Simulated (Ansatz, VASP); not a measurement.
**One calculation of Mg, two programs**

```
CELL_PARAMETERS angstrom
3.17202 0.00000 0.00000
-1.58601 2.74705 0.00000
0.00000 0.00000 5.14120
ATOMIC_POSITIONS crystal
Mg 0.33333 0.66667 0.25000
Mg 0.66667 0.33333 0.75000
```

Alike in both runs: task relaxation of cell and atoms; functional r2SCAN; k mesh 15 × 15 × 8; occupations gaussian, width 0.1 eV; no spin polarisation.

|  | VASP | Ansatz |
| --- | --- | --- |
| version | VASP 6.6.1 | Ansatz 0.2.0 |
| potentials or method | VASP PAW PBE potentials, release 64 (Mg) | scalar-relativistic, plane waves, PAW |
| plane-wave cutoff (eV) | 600 | 500 |
| valence electrons in the cell | 4 | 20 |

Ansatz gave:

```
gap on the k mesh at the Fermi level, each at its own relaxed structure (eV) : none
relaxed volume (Å³/atom)                                                     : 22.55
relaxed cell length with the largest relative difference (Å)                 : 3.194
```

Which values does VASP return?

gap on the k mesh at the Fermi level, each at its own relaxed structure (eV): none; relaxed volume (Å³/atom): 22.40; relaxed cell length with the largest relative difference (Å): 3.187.

A gap of «none» marks a metal or a gap that the smearing closes. The two sets of potentials don't hold the same shells in valence.

Caveats: the PAW data sets were made with another functional, which shifts forces and pressure a little (VASP).
